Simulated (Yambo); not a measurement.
The system is BeS.

```
S Be
1.0
     0.00000    2.42500    2.42500
     2.42500    0.00000    2.42500
     2.42500    2.42500    0.00000
S Be
1 1
Direct
  0.75000 0.75000 0.75000
  0.00000 0.00000 0.00000
```

Base run:

- Program: Yambo 5.3.0
- Functional: PBEsol
- Potentials or basis: PseudoDojo 0.4.1 SR PBEsol standard
- Cutoff: 1197 eV
- Density cutoff: 4789 eV
- k mesh: 20 × 20 × 20
- Occupations: fixed
- Spin: no spin polarisation

Its results: band gap on the k mesh, mean-field level 2.93 eV, indirect (least direct gap 5.55 eV).

Task: The run is repeated on the same cell with these changes: functional from PBEsol to PBE; potentials or basis from PseudoDojo 0.4.1 SR PBEsol standard to PseudoDojo 0.4.1 SR PBE standard. What comes out?

Result: Band gap on the k mesh, mean-field level 3.11 eV, indirect (least direct gap 5.64 eV).

A k mesh can miss the band edges.
